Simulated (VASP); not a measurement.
Write the native input for VASP 6.6.1 that does the following.

```
Task                   : relaxation of cell and atoms
Functional             : PBEsol
Potentials or basis    : VASP PAW PBE potentials, release 64 (In_d)
Cutoff                 : 600 eV
k mesh                 : 16 × 16 × 16
Occupations            : methfessel-paxton, width 0.1 eV
Spin                   : no spin polarisation
Further INCAR settings : ALGO = Normal; EDIFF = 1e-07; IBRION = 2; EDIFFG = -0.005; NSW = 90; ISIF = 3
```

The structure of In lies in POSCAR:

```
In                                      
1.0
   -1.6119940398      1.6119940398      2.4580007458
    1.6119940398     -1.6119940398      2.4580007458
    1.6119940398      1.6119940398     -2.4580007458
  In            
     1
Direct
     0.0000000000000000    0.0000000000000000    0.0000000000000000
```

One way to write it, as run:

INCAR

```
  PREC = Accurate
  ENCUT = 600
  EDIFF = 1E-7
  ISMEAR = 1
  SIGMA = 0.1
  LREAL = False
  LASPH = True
  NELM = 80
  ALGO = Normal
  ISIF = 3
  LWAVE = False
  LCHARG = False
  GGA = PS
  IBRION = 2
  NSW = 90
  EDIFFG = -0.005
```

KPOINTS

```
regular mesh
0
Gamma
  16 16 16
```

Potentials or basis: VASP PAW PBE potentials, release 64 (In_d).

Command:

```console
$ cat potpaw_PBE.64/In_d/POTCAR > POTCAR
$ mpirun -np 1 vasp_std > vasp.out
```

It gave:

```json
{"Relaxed volume": "25.54 Å³/atom", "Relaxed cell": "a = 3.375 Å, b = 3.375 Å, c = 3.375 Å, α = 123.62°, β = 123.62°, γ = 83.84°", "Space group after relaxing (to 0.05 Å)": "I4/mmm (No. 139)", "Energy gained by relaxing": "1.4 meV/atom", "Ionic steps": "27", "Pressure after relaxing": "0.0 GPa", "Band gap on the k mesh": "none (metal or under the smearing width)"}
```

Caveat: the PAW data sets were made with another functional, which shifts forces and pressure a little.

It took 11 min on 1 thread of Intel(R) Xeon(R) Platinum 8488C (Sapphire Rapids), with other jobs on the host, peak memory 0.27 GiB.
